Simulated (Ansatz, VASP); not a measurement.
## One calculation of GaAs, two programs

```xyz
2
Lattice="0.0000 2.8331 2.7623 2.8331 0.0000 2.7623 2.8331 2.8331 0.0000" Properties=species:S:1:pos:R:3 pbc="T T T"
Ga    0.0000    0.0000    0.0000
As    1.4165    1.4165    1.3811
```

Change from the starting cell: uniaxial_z strain -2.5%.

Alike in both runs: task single point; functional r2SCAN; k mesh 8 × 8 × 8; no spin polarisation.

|  | VASP | Ansatz |
| --- | --- | --- |
| version | VASP 6.6.1 | Ansatz 0.2.0 |
| potentials or method | VASP PAW PBE potentials, release 64 (Ga_d, As) | plane waves, PAW |
| plane-wave cutoff (eV) | 520 | 500 |
| occupations | gaussian, width 0.01 eV | fixed |
| valence electrons in the cell | 18 | 28 |

Ansatz gave:

- gap on the k mesh at the Fermi level (eV): 1.06
- pressure (GPa): 1.9
- largest component of the traceless stress (GPa): 1.09

**Question.** Which values does VASP return?

**Answer.** gap on the k mesh at the Fermi level (eV): 1.04; pressure (GPa): 2.1; largest component of the traceless stress (GPa): 1.11.

The two sets of potentials don't hold the same shells in valence.

Caveats: the PAW data sets were made with another functional, which shifts forces and pressure a little (VASP). A k mesh can miss the band edges.
